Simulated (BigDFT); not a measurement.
Runs of BigDFT 1.9.6 on SiS (silylene, thioxo-). The cell holds a molecule in a box, 2 atoms: a = 9.000 Å, b = 9.000 Å, c = 11.000 Å, α = 90.00°, β = 90.00°, γ = 90.00°. 

```csv
level,potentials or basis,largest force (eV/Å)
PBE,"UZH-GTH-SCAN (S q6, Si q4)",0.24
PBE,"UZH-GTH-PBE0 (S q6, Si q4)",0.34
LDA,"GTH-PBE (S q6, Si q4)",(a)
PBE,"UZH-GTH-PBE (S q6, Si q4)",0.42
HF,"GTH-PBE (S q6, Si q4)",1.29
PBE,"GTH-BP (S q6, Si q4)",(b)
PBE0,"GTH-PBE (S q6, Si q4)",0.21
revPBE,"GTH-PBE (S q6, Si q4)",0.42
```

Alike in all rows: task single point; no spin polarisation; cell as given; smearing fixed; grid spacing 0.51 bohr.

Task: Estimate the missing entries.

Result: (a) 0.53; (b) 0.40.

Caveats: boundaries are free: the box only frames the coordinates; the potentials were made for another functional, which shifts forces and pressure (some runs).
